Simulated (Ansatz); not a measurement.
Computed with DFT PBE, scalar-relativistic, plane waves, PAW (Ansatz 0.2.0). Settings: cutoff 420 eV, Γ-centred meshes spaced at most about 0.3 Å⁻¹, and about 0.25 Å⁻¹ or finer for metals (2π included), Gaussian smearing. No spin polarisation.

Temperature and zero-point effects are left out.

Compare these two cells of Na2F, each relaxed at this level.

1.

```
Na F
1.0
    -1.52015    1.52015    5.98790
     1.52015   -1.52015    5.98790
     1.52015    1.52015   -5.98790
Na F
2 1
Direct
  0.61739 0.61739 0.00000
  0.38261 0.38261 0.00000
  0.00000 0.00000 0.00000
```

2.

```
Na F
1.0
     1.71462    0.98994    5.93850
    -1.71462    0.98994    5.93850
     0.00000   -1.97987    5.93850
Na F
2 1
Cartesian
  0.0000 0.0000 13.2395
  0.0000 0.0000 4.5760
  0.0000 0.0000 0.0000
```

Task: Which would you expect to be lower, and how large is the difference?

Result: Cell 2 is lower, by 120 meV/atom. Cell 1 has space group I4/mmm (No. 139), 18.4 Å³/atom and no gap on its mesh; cell 2 has the anti-cadmium chloride type, space group R-3m (No. 166), 20.2 Å³/atom and no gap. Counting F atoms around Na (those within 1.25 times the shortest such distance or 1.15 times the sum of covalent radii), cell 1 has Na 4 and cell 2 has Na 3. The lower one is the more open, so pressure narrows the difference. Origin: cell 1, invented; cell 2, invented, then shaken at random and relaxed again.

In I4/mmm, R-3m an odd number of electrons in the primitive cell allows no gap without spin; a larger cell or a magnetic state could open one. Cells relaxed within their symmetry can be saddle points.
